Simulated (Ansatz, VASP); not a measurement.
## Two plane-wave programs on Ir

```xyz
1
Lattice="0.0000 1.8805 1.8805 1.8805 0.0000 1.8805 1.8805 1.8805 0.0000" Properties=species:S:1:pos:R:3 pbc="T T T"
Ir    0.0000    0.0000    0.0000
```

Change from the starting cell: volume scaled by 0.94, PAW files.

Alike in both runs: task electric field gradients; functional PBEsol; k mesh 18 × 18 × 18; occupations fermi-dirac, width 0.05 eV; no spin polarisation.

|  | VASP | Ansatz |
| --- | --- | --- |
| version | VASP 6.6.1 | Ansatz 0.2.0 |
| potentials or method | VASP PAW PBE potentials, release 64 (Ir) | PAW with Ansatz's default frozen-core files, scalar-relativistic |
| plane-wave cutoff (eV) | 520 | 420 |
| valence electrons in the cell | 9 | 17 |

VASP gave:

| Property | Result |
| --- | --- |
| pressure (GPa) | 25.8 |
| Vzz of the field gradient on the site that differs most (V/Å²) | 0.0 |

Question: Estimate Ansatz's values.

Answer: Pressure (GPa): 24.3; Vzz of the field gradient on the site that differs most (V/Å²): 0.0.

The two sets of potentials don't hold the same shells in valence. Ansatz warned: «gradients_without_spin_orbit».

Caveats: so large a pressure means that the cell lies far from this level's equilibrium, or that cutoff or potentials fall short (VASP); the potentials were made for another functional, which shifts forces and pressure (VASP). The runs have no spin-orbit coupling, so splittings on Ir are missing.
